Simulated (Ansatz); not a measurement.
All-electron LAPW in Ansatz 0.2.0 under PBE, scalar-relativistic, energies extrapolated to zero smearing. Slabs are 1×1 cells cut from bulk crystals relaxed on PAW files, with atoms then relaxed, 16 to 20 Å of vacuum, a dipole correction, k spacings of 0.16 to 0.26 Å⁻¹ and smearing of 0.02 to 0.1 eV, without spin–orbit coupling or spin polarisation. The bulk type named needn't be the stable one, and no reconstruction is allowed.

```
                  slab  area (Å²)  γ (J/m²)  Φ (eV)  Δd12 (%)
bcc Ta (111), 3 layers      19.09      2.91       ?     -45.5
bcc Ta (100), 4 layers      11.02      2.74    3.84      -9.2
bcc Ta (110), 5 layers       7.79      2.37    4.73      -4.4
 bcc Ta (111), 1 layer      19.09      3.61    4.24         –
bcc Ta (100), 5 layers      11.02      2.49    3.76         ?
 bcc Ta (110), 1 layer       7.79      2.97    4.78         –
```

Problem. Give the missing entry: row "bcc Ta (100), 5 layers", column "Δd12 (%)".

Solution. -13.3.

Problem. What belongs in the row "bcc Ta (111), 3 layers", column "Φ (eV)"?

Solution. 4.29.
